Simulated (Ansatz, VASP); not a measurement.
SiC in VASP and in Ansatz

The input INCAR:

```
ALGO = Normal
EDIFF = 1E-7
ENCUT = 520
GGA = PE
ISIF = 2
ISMEAR = 0
LASPH = T
LCHARG = F
LREAL = F
LWAVE = F
NBANDS = 11
NELM = 80
PREC = Accurate
SIGMA = 0.05
```

KPOINTS

```
k-points
0
Gamma
  12 12 12
```

The input POSCAR:

```
SiC
1.0
    0.0000000000      2.3075434277      2.3075434277
    2.3075434277      0.0000000000      2.3075434277
    2.1890895317      2.1890895317      0.1184538960
Si C
1 1
Direct
    0.0000000000      0.0000000000      0.0000000000
    0.7500000000      0.7500000000      0.7500000000
```

Input for Ansatz:

```yaml
crystal:
  lattice:
    - [0.0, 2.3075434277, 2.3075434277]
    - [2.3075434277, 0.0, 2.3075434277]
    - [2.1890895317, 2.1890895317, 0.118453896]
  atoms:
    - { symbol: Si, position: [0.0, 0.0, 0.0] }
    - { symbol: C, position: [0.75, 0.75, 0.75] }
basis:
  ecutwfc: 520.0
kpoints:
  mp_grid: { grid: [12, 12, 12] }
hamiltonian:
  xc: pbe
  pseudopotentials: { kind: paw, azcp: { folder: soft_1 } }
scf:
  occupations: { method: gaussian, width: 0.05 }
output:
  forces: true
  stress: true
  eigenvalues: true
```

Alike in both runs: task single point; functional PBE; k mesh 12 × 12 × 12; occupations gaussian, width 0.05 eV; no spin polarisation.

|  | VASP | Ansatz |
| --- | --- | --- |
| version | VASP 6.6.1 | Ansatz 0.2.0 |
| potentials or method | VASP PAW PBE potentials, release 64 (Si, C) | scalar-relativistic, plane waves, PAW |
| plane-wave cutoff (eV) | 520 | 520 |
| valence electrons in the cell | 8 | 8 |

```tsv
	VASP	Ansatz	Ansatz less VASP
gap on the k mesh at the Fermi level (eV)	1.16	1.17	+0.007
least direct gap on the mesh (eV)	3.91	3.92	+0.007
pressure (GPa)	-12.3	-12.3	0.00
largest component of the traceless stress (GPa)	12.12	12.07	-0.045
rms of the force components (eV/Å)	0.387	0.387	-0.0002
```

Atom by atom the forces differ by 0.000 eV/Å (rms over components). The functional is the same, so the differences come from potentials, cutoffs and numerics.

A k mesh can miss the band edges.
